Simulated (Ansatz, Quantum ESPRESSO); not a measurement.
# Tuning the work function of Pd(100), part 5 of 8

Wanted: work-function changes of Pd(100) along a row of adsorbates.

Quantum ESPRESSO 7.5; plane-wave DFT, PBE, GBRV ultrasoft pseudopotentials; geometry by Ansatz 0.2.0 with PAW datasets.

So far. Step 8 (Ground state, Na overlayer): More iterations help only where the error still falls; otherwise the mixing, the start or the set-up has to change. Step 9 (Geometry from Ansatz, Mg overlayer): The relaxation lowers the energy by 18 meV an atom. Held were the atoms numbered 1, 2 and 3; the forces quoted are those on the free ones.

### Step 10. SCF with pw.x, Mg overlayer

Level of this step: plane-wave DFT, PBE, GBRV ultrasoft pseudopotentials (Quantum ESPRESSO 7.5).

Input file Mg.esm.in:

```
&control
  prefix = 'Mg.esm'
  outdir = './out'
  pseudo_dir = './pseudo'
  calculation = 'scf'
  tprnfor = .true.
/
&system
  ibrav = 0
  nat = 6
  ntyp = 2
  ecutwfc = 40
  ecutrho = 200
  occupations = 'smearing'
  smearing = 'mv'
  degauss = 0.02
  assume_isolated = 'esm'
  esm_bc = 'bc1'
/
&electrons
  conv_thr = 1e-07
  mixing_beta = 0.4
  electron_maxstep = 120
  mixing_mode = 'local-TF'
/
ATOMIC_SPECIES
  Pd  106.4200  pd_pbe_v1.4.uspp.F.UPF
  Mg  24.3050  mg_pbe_v1.4.uspp.F.UPF
CELL_PARAMETERS angstrom
  2.75064537880000 0.00000000000000 0.00000000000000
  0.00000000000000 2.75064537880000 0.00000000000000
  0.00000000000000 0.00000000000000 26.78000000000000
ATOMIC_POSITIONS crystal
  Pd  0.000000000000 0.000000000000 -0.183120380519
  Pd  0.500000000000 0.500000000000 -0.110491553119
  Pd  0.000000000000 0.000000000000 -0.037862725619
  Pd  0.500000000000 0.500000000000 0.037830916806
  Pd  0.000000000000 0.000000000000 0.115104725313
  Mg  0.500000000000 0.500000000000 0.183120380519
K_POINTS automatic
  10 10 1 0 0 0
```

Run with:

```bash
$ OMP_NUM_THREADS=1 mpirun -n 4 pw.x -nk 4 -in Mg.esm.in > Mg.esm.out
```

Output:

```text
[banner, memory and clock lines left out]
Program PWSCF v.7.5 starts

          URL

     Message from routine setup:
     using ibrav=0 with symmetry is DISCOURAGED, use correct ibrav instead

     G-vector sticks info

     bravais-lattice index     =            0
     lattice parameter (alat)  =       5.1980  a.u.
     unit-cell volume          =    1367.3396 (a.u.)^3
     number of atoms/cell      =            6
     number of atomic types    =            2
     number of electrons       =        90.00
     number of Kohn-Sham states=           54
     kinetic-energy cutoff     =      40.0000  Ry
     charge density cutoff     =     200.0000  Ry
     scf convergence threshold =      1.0E-07
     mixing beta               =       0.4000
     number of iterations used =            8  local-TF  mixing
     Exchange-correlation=  SLA  PW   PBX  PBC
                           (   1   4   3   4   0   0   0)

     Effective Screening Medium Method
     Boundary Conditions: Vacuum-Slab-Vacuum
     total charge in unit cell        =   0.0000
     grid points for fit at edges     =        4

     celldm(1)=   5.197966  celldm(2)=   0.000000  celldm(3)=   0.000000
     celldm(4)=   0.000000  celldm(5)=   0.000000  celldm(6)=   0.000000

     crystal axes: (cart. coord. in units of alat)
               a(1) = (   1.000000   0.000000   0.000000 )
               a(2) = (   0.000000   1.000000   0.000000 )
               a(3) = (   0.000000   0.000000   9.735897 )

     reciprocal axes: (cart. coord. in units 2 pi/alat)
               b(1) = (  1.000000  0.000000  0.000000 )
               b(2) = (  0.000000  1.000000  0.000000 )
               b(3) = (  0.000000  0.000000  0.102713 )

     PseudoPot. # 1 for Pd read from file:
     ./pseudo/pd_pbe_v1.4.uspp.F.UPF
     Pseudo is Ultrasoft + core correction, Zval = 16.0
     Generated by new atomic code, or converted to UPF format
     Using radial grid of  887 points,  6 beta functions with:
                l(1) =   0
                l(2) =   0
                l(3) =   1
                l(4) =   1
                l(5) =   2
                l(6) =   2
     Q(r) pseudized with  8 coefficients,  rinner =    1.130   1.130   1.130
                                                       1.130   1.130

     PseudoPot. # 2 for Mg read from file:
     ./pseudo/mg_pbe_v1.4.uspp.F.UPF
     Pseudo is Ultrasoft, Zval = 10.0
     Generated by new atomic code, or converted to UPF format
     Using radial grid of  821 points,  7 beta functions with:
                l(1) =   0
                l(2) =   0
                l(3) =   0
                l(4) =   1
                l(5) =   1
                l(6) =   2
                l(7) =   2
     Q(r) pseudized with  8 coefficients,  rinner =    1.200   1.200   1.200
                                                       1.200   1.200

     atomic species   valence    mass     pseudopotential
     Pd               16.00   106.42000     Pd( 1.00)
     Mg               10.00    24.30500     Mg( 1.00)

      8 Sym. Ops. (no inversion) found

   Cartesian axes

     site n.     atom                  positions (alat units)
         1        Pd     tau(   1) = (   0.0000000   0.0000000  -1.7828412  )
         2        Pd     tau(   2) = (   0.5000000   0.5000000  -1.0757344  )
         3        Pd     tau(   3) = (   0.0000000   0.0000000  -0.3686276  )
         4        Pd     tau(   4) = (   0.5000000   0.5000000   0.3683179  )
         5        Pd     tau(   5) = (   0.0000000   0.0000000   1.1206477  )
         6        Mg     tau(   6) = (   0.5000000   0.5000000   1.7828412  )

     number of k points=    21  Marzari-Vanderbilt smearing, width (Ry)=  0.0200
                       cart. coord. in units 2pi/alat
        k(    1) = (   0.0000000   0.0000000   0.0000000), wk =   0.0200000
        k(    2) = (   0.0000000   0.1000000   0.0000000), wk =   0.0800000
        k(    3) = (   0.0000000   0.2000000   0.0000000), wk =   0.0800000
        k(    4) = (   0.0000000   0.3000000   0.0000000), wk =   0.0800000
        k(    5) = (   0.0000000   0.4000000   0.0000000), wk =   0.0800000
        k(    6) = (   0.0000000  -0.5000000   0.0000000), wk =   0.0400000
        k(    7) = (   0.1000000   0.1000000   0.0000000), wk =   0.0800000
        k(    8) = (   0.1000000   0.2000000   0.0000000), wk =   0.1600000
        k(    9) = (   0.1000000   0.3000000   0.0000000), wk =   0.1600000
        k(   10) = (   0.1000000   0.4000000   0.0000000), wk =   0.1600000
        k(   11) = (   0.1000000  -0.5000000   0.0000000), wk =   0.0800000
        k(   12) = (   0.2000000   0.2000000   0.0000000), wk =   0.0800000
        k(   13) = (   0.2000000   0.3000000   0.0000000), wk =   0.1600000
        k(   14) = (   0.2000000   0.4000000   0.0000000), wk =   0.1600000
        k(   15) = (   0.2000000  -0.5000000   0.0000000), wk =   0.0800000
        k(   16) = (   0.3000000   0.3000000   0.0000000), wk =   0.0800000
        k(   17) = (   0.3000000   0.4000000   0.0000000), wk =   0.1600000
        k(   18) = (   0.3000000  -0.5000000   0.0000000), wk =   0.0800000
        k(   19) = (   0.4000000   0.4000000   0.0000000), wk =   0.0800000
        k(   20) = (   0.4000000  -0.5000000   0.0000000), wk =   0.0800000
        k(   21) = (  -0.5000000  -0.5000000   0.0000000), wk =   0.0200000

     Dense  grid:    65367 G-vectors     FFT dimensions: (  24,  24, 240)

     Smooth grid:    46871 G-vectors     FFT dimensions: (  24,  24, 216)

     Initial potential from superposition of free atoms

     starting charge      87.1997, renormalised to      90.0000

     negative rho (up, down):  3.886E-01 0.000E+00
     Starting wfcs are   65 randomized atomic wfcs

     per-process dynamical memory:    78.3 Mb

     Self-consistent Calculation

     iteration #  1     ecut=    40.00 Ry     beta= 0.40
     Davidson diagonalization with overlap
     c_bands:  2 eigenvalues not converged
     ethr =  1.00E-02,  avg # of iterations = 10.7

     negative rho (up, down):  3.905E-01 0.000E+00

     total energy              =   -1118.60834658 Ry
     estimated scf accuracy    <      13.43974371 Ry

     iteration #  2     ecut=    40.00 Ry     beta= 0.40
     Davidson diagonalization with overlap
     ethr =  1.00E-02,  avg # of iterations =  1.0

     negative rho (up, down):  3.854E-01 0.000E+00

     total energy              =   -1118.80929166 Ry
     estimated scf accuracy    <      20.13651716 Ry

     iteration #  3     ecut=    40.00 Ry     beta= 0.40
     Davidson diagonalization with overlap
     ethr =  1.00E-02,  avg # of iterations =  1.0

[...]
k = 0.1000-0.5000 0.0000 (  5828 PWs)   bands (ev):

   -80.1596 -54.5292 -54.4998 -54.4658 -54.4650 -54.3099 -54.3064 -54.2896
   -54.2071 -54.1870 -54.1741 -54.0409 -54.0356 -53.9818 -53.7872 -53.6701
   -46.9884 -46.9308 -46.9063  -9.2901  -9.2531  -8.9253  -8.7702  -8.1462
    -8.0073  -7.7494  -7.6456  -7.5782  -7.3661  -7.3382  -7.2066  -7.0951
    -7.0028  -6.6747  -6.6588  -6.3668  -5.9419  -5.9104  -5.8610  -5.4167
    -5.2073  -4.8470  -4.7708  -4.6154  -3.8824  -3.7531  -2.2135  -2.1325
    -1.9486  -1.8810  -1.8681   0.1116   1.0718   2.6841

          k = 0.2000 0.2000 0.0000 (  5819 PWs)   bands (ev):

   -80.1627 -54.5042 -54.4155 -54.3800 -54.3748 -54.3309 -54.3146 -54.2513
   -54.2234 -54.2082 -54.0907 -54.0889 -54.0348 -53.8492 -53.8481 -53.6755
   -46.9343 -46.9325 -46.9310  -9.9114  -9.3884  -8.6265  -8.5624  -8.2789
    -8.1406  -8.0705  -7.9713  -7.9551  -7.8728  -7.4351  -7.4020  -7.3621
    -6.8695  -6.7185  -6.7070  -6.4476  -6.4263  -6.2080  -6.0538  -5.9753
    -5.9485  -5.6961  -5.4681  -5.1761  -5.1604  -4.6553  -4.4423  -3.7798
    -2.4795  -0.8133   0.4480   1.1769   1.6954   2.2349

          k = 0.2000 0.3000 0.0000 (  5827 PWs)   bands (ev):

   -80.1603 -54.4968 -54.4462 -54.4134 -54.3873 -54.3698 -54.3130 -54.2899
   -54.2385 -54.2154 -54.1404 -54.0882 -54.0366 -53.9114 -53.8443 -53.6715
   -46.9574 -46.9317 -46.9293  -9.2171  -8.9401  -8.6310  -8.4211  -8.3576
    -8.1194  -8.0053  -7.9563  -7.7691  -7.5741  -7.4291  -7.3279  -7.1998
    -7.0242  -6.7928  -6.5267  -6.4629  -6.3009  -6.1910  -5.9593  -5.8275
    -5.5895  -5.4659  -5.2396  -5.0415  -4.9278  -4.4990  -4.0716  -2.9853
    -1.5609   0.0159   0.7891   1.4357   2.2733   2.7090

          k = 0.2000 0.4000 0.0000 (  5833 PWs)   bands (ev):

   -80.1584 -54.5013 -54.4918 -54.4369 -54.4351 -54.3654 -54.3170 -54.2937
   -54.2498 -54.2231 -54.1713 -54.0872 -54.0391 -53.9604 -53.8408 -53.6685
   -46.9781 -46.9297 -46.9273  -8.8859  -8.8322  -8.7911  -8.6288  -8.4775
    -8.3051  -8.0569  -7.8858  -7.7466  -7.4305  -7.3257  -7.1022  -7.0185
    -6.9385  -6.7526  -6.5198  -6.4344  -6.1883  -6.1133  -5.8426  -5.4414
    -5.2318  -4.8192  -4.7265  -4.5969  -4.4417  -3.6500  -2.9583  -1.8406
    -1.6227  -0.3471   0.8285   1.5239   2.0632   2.6538

          k = 0.2000-0.5000 0.0000 (  5850 PWs)   bands (ev):

   -80.1577 -54.5221 -54.4905 -54.4541 -54.4511 -54.3643 -54.3165 -54.2946
   -54.2515 -54.2259 -54.1814 -54.0868 -54.0401 -53.9787 -53.8395 -53.6674
   -46.9860 -46.9289 -46.9266  -8.9333  -8.9259  -8.8107  -8.6690  -8.4887
    -8.3384  -8.0449  -7.8687  -7.7968  -7.4011  -7.3780  -6.9742  -6.9097
    -6.8426  -6.7048  -6.6084  -6.4233  -6.1707  -6.0082  -5.7184  -5.3134
    -5.0186  -4.7565  -4.5381  -4.4540  -3.4971  -3.2110  -1.5697  -1.4813
    -1.1187  -0.9910  -0.6275   0.7084   1.6257   2.9474

          k = 0.3000 0.3000 0.0000 (  5819 PWs)   bands (ev):

   -80.1580 -54.4880 -54.4402 -54.4370 -54.4054 -54.3822 -54.3621 -54.3030
   -54.2800 -54.2249 -54.1478 -54.1397 -54.0378 -53.9075 -53.9073 -53.6679
   -46.9554 -46.9540 -46.9293  -8.9707  -8.6576  -8.6315  -8.5623  -8.4386
    -8.2787  -8.1491  -8.1136  -7.9545  -7.5461  -7.5354  -7.2946  -7.1399
    -6.8362  -6.6057  -6.2186  -5.9494  -5.8416  -5.7021  -5.5481  -5.5004
    -5.4473  -5.4453  -5.1479  -5.0974  -4.4736  -4.3457  -3.2203  -1.9851
    -0.4997   0.6408   1.1605   2.4106   2.7857   3.4549

          k = 0.3000 0.4000 0.0000 (  5863 PWs)   bands (ev):

   -80.1561 -54.4934 -54.4814 -54.4336 -54.4277 -54.4229 -54.3512 -54.3095
   -54.2938 -54.2396 -54.1809 -54.1462 -54.0394 -53.9570 -53.9043 -53.6651
   -46.9752 -46.9525 -46.9273  -9.0126  -8.8841  -8.8482  -8.7891  -8.6156
    -8.4411  -8.4115  -8.3120  -7.9196  -7.7740  -7.4590  -7.0620  -6.7346
    -6.4359  -6.3056  -5.8943  -5.8099  -5.6836  -5.6056  -5.4542  -5.1778
    -4.9999  -4.7623  -4.7064  -4.4554  -4.1952  -3.0446  -1.9240  -0.9231
    -0.6108   0.8245   1.5267   2.4693   2.5605   3.3295

          k = 0.3000-0.5000 0.0000 (  5848 PWs)   bands (ev):

   -80.1553 -54.5139 -54.4794 -54.4456 -54.4382 -54.4314 -54.3416 -54.3173
   -54.2877 -54.2502 -54.1922 -54.1474 -54.0401 -53.9756 -53.9031 -53.6640
   -46.9830 -46.9517 -46.9266  -9.0425  -8.9989  -8.9406  -8.9164  -8.6676
    -8.5314  -8.5111  -8.4146  -7.9537  -7.8709  -7.3558  -6.8182  -6.6053
    -6.4172  -6.1030  -5.8286  -5.7665  -5.7439  -5.5873  -5.3935  -5.0773
    -4.7303  -4.5892  -4.4786  -4.3622  -2.9441  -2.5068  -0.9580  -0.8454
    -0.0565   0.0926   0.9515   1.6161   2.5615   3.3972

          k = 0.4000 0.4000 0.0000 (  5864 PWs)   bands (ev):

   -80.1542 -54.4886 -54.4872 -54.4726 -54.4377 -54.4367 -54.3611 -54.3259
   -54.3107 -54.2464 -54.1935 -54.1865 -54.0399 -53.9547 -53.9544 -53.6624
   -46.9731 -46.9725 -46.9254  -9.3053  -9.2240  -9.0409  -9.0274  -8.9086
    -8.6837  -8.5360  -8.4792  -8.1887  -7.7685  -7.5941  -6.8580  -6.4821
    -6.1971  -5.5578  -5.4564  -5.4362  -5.1543  -4.9657  -4.9518  -4.7967
    -4.6717  -4.5595  -4.5049  -4.2686  -3.4642  -1.9605  -0.6459  -0.6058
     0.6780   1.2661   1.3279   2.5517   2.6229   3.9763

          k = 0.4000-0.5000 0.0000 (  5858 PWs)   bands (ev):

   -80.1534 -54.5081 -54.4862 -54.4697 -54.4505 -54.4469 -54.3510 -54.3389
   -54.3094 -54.2512 -54.2044 -54.1938 -54.0401 -53.9735 -53.9537 -53.6614
   -46.9805 -46.9719 -46.9247  -9.4131  -9.3537  -9.1373  -9.1199  -9.0177
    -8.8170  -8.5887  -8.5660  -8.3197  -7.7617  -7.5721  -6.6172  -6.4476
    -6.1702  -5.4197  -5.4030  -5.1652  -5.0732  -4.8890  -4.7991  -4.6194
    -4.4472  -4.3944  -4.2782  -4.0959  -2.1591  -1.7741  -0.4087  -0.1772
     0.8681   1.0137   1.7626   2.4301   2.6778   3.4130

          k =-0.5000-0.5000 0.0000 (  5904 PWs)   bands (ev):

   -80.1527 -54.5063 -54.5063 -54.4665 -54.4575 -54.4575 -54.3434 -54.3434
   -54.3218 -54.2488 -54.2108 -54.2108 -54.0401 -53.9728 -53.9728 -53.6604
   -46.9796 -46.9796 -46.9240  -9.5467  -9.4850  -9.1991  -9.1991  -9.1817
    -8.9637  -8.6213  -8.6213  -8.4800  -7.6545  -7.6545  -6.3655  -6.3655
    -6.2478  -5.3504  -5.2865  -4.9414  -4.9414  -4.7533  -4.6719  -4.2781
    -4.1486  -4.1325  -4.0093  -3.8039  -1.4239  -1.4239  -0.1817   0.2122
     0.2122   1.7450   1.7451   2.3851   3.4059   3.4059

     the Fermi energy is    -4.4451 ev

!    total energy              =   -1118.79972840 Ry
     estimated scf accuracy    <          2.5E-09 Ry
     smearing contrib. (-TS)   =       0.00157620 Ry
     internal energy E=F+TS    =   -1118.80130459 Ry

     The total energy is F=E-TS. E is the sum of the following terms:
     one-electron contribution =   26416.92302261 Ry
     hartree contribution      =  -13212.85371705 Ry
     xc contribution           =    -173.74510543 Ry
     ewald contribution        =  -14149.12550472 Ry

     convergence has been achieved in  29 iterations

     negative rho (up, down):  3.928E-01 0.000E+00

     Forces acting on atoms (cartesian axes, Ry/au):

     atom    1 type  1   force =     0.00000000    0.00000000   -0.00874105
     atom    2 type  1   force =     0.00000000    0.00000000   -0.00381449
     atom    3 type  1   force =     0.00000000    0.00000000    0.01209157
     atom    4 type  1   force =     0.00000000    0.00000000   -0.00089716
     atom    5 type  1   force =     0.00000000    0.00000000    0.00203786
     atom    6 type  2   force =     0.00000000    0.00000000   -0.00041840

     Total force =     0.015566     Total SCF correction =     0.000511

     XML data file, charge density, pseudopotentials, collected wavefunctions

                                        0.00s GPU  (    1237 calls)

Note: The following floating-point exceptions are signalling: IEEE_DIVIDE_BY_ZERO IEEE_UNDERFLOW_FLAG
Note: The following floating-point exceptions are signalling: IEEE_DIVIDE_BY_ZERO IEEE_UNDERFLOW_FLAG
Note: The following floating-point exceptions are signalling: IEEE_DIVIDE_BY_ZERO IEEE_UNDERFLOW_FLAG
Note: The following floating-point exceptions are signalling: IEEE_DIVIDE_BY_ZERO IEEE_UNDERFLOW_FLAG
```

Run time: 2.5 min. Hardware: 4 MPI ranks of Arm Neoverse V1, shared host; peak memory 0.64 GiB.

This step gave:

| Quantity | Value |
| --- | --- |
| free energy | -15222.0458 eV |
| Fermi energy | -4.445 eV |
| vacuum line at the lower end of the cell, over the Fermi level | 5.099 eV |
| vacuum line at the upper end of the cell, over the Fermi level | 3.792 eV |

The potential energy, planar mean oscillates, so the rows of the table below give means over windows of 2.01 Å about each position, cut where the curve ends. Its maxima inside the range that stand out by 2 % of the span (Å: eV): -3.9: -1.38, -2.0: -1.59, 0.0: -0.622, 2.0: -0.418, 4.0: -2.94. Its minima: -4.9: -9.68, -3.0: -9.73, -1.0: -9.82, 1.0: -9.76, 3.1: -10.1, 4.9: -13.1.

Electrostatic potential energy of an electron; zero at the Fermi level. Potential energy, planar mean against z; means over each step:

z (Å), potential energy, planar mean (eV) and a bar from the least value:
```
   -12.39        5.1 ##############################
   -10.38        5.1 ##############################
    -8.37        5.1 ##############################
    -6.36        2.5 ########################
    -4.35       -5.8 ###
    -2.34       -6.1 ##
    -0.33       -5.5 ####
     1.68       -5.3 ####
     3.69       -7.0 
     5.70       -3.9 ########
     7.71        3.6 ##########################
     9.72        3.8 ###########################
    11.73        3.8 ###########################
```

The covered face stands at 3.79 eV against 5.13 eV when clean.

Inside the slab this potential holds the local part of the pseudopotentials, which can be repulsive at the nuclei; only its value in the vacuum has a meaning of its own.

[end of part 5 of 8]

[Logs are printed without paths, hosts, clocks, repeated set-up lines and the standing remarks that a program may print on its own settings, such as how far it seeks lower states.]

[Hosts, paths, dates, database ids (printed as entryN), source tags and the programs' standing remarks are cut or masked in the printed files.]

[Maps of the electrostatic potential energy from Ansatz leave out the sawtooth potential of an applied field or a dipole correction, so their vacuum need not be flat; planar profiles and work functions include it.]
